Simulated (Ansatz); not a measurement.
HfO₂: pressure coefficient of the gap from its deformation potential

These are results of DFT PBE, scalar-relativistic, plane waves, PAW in Ansatz 0.2.0, not measurements. Cutoff 420 eV, mesh 6×6×8 in the first runs.

The relaxed cell is P4_2/mnm with a = 4.880 Å, c = 3.238 Å. An equation of state gives B0 = 201.9 GPa at V0 = 12.855 Å³/atom, and gaps on the k mesh of 4.000 eV at 12.467 Å³/atom, 3.902 eV at 12.853 Å³/atom, 3.816 eV at 13.238 Å³/atom.

Task: Predict dE_g/dP at zero pressure, and compare with cells relaxed under pressure.

Result: A parabola in ln V through the three points has the slope a = dE_g/d ln V = -3.06 eV at V0. Since dP = −B d ln V, dE_g/dP = −a/B = 15.2 meV/GPa. Separate runs under pressure gave gaps (over the zone) of 3.887 eV at -1.01 GPa, 3.902 eV at 0.01 GPa, 3.917 eV at 1.00 GPa, a slope of 15.1 meV/GPa at zero. The two routes agree within 0.1 meV/GPa. Compression widens this gap. Pressure coefficients of semilocal functionals are as a rule better than their gaps.

Spin-orbit coupling is left out, which matters for the bands of heavy elements.

This rutile-type form isn't the usual stable structure of the compound.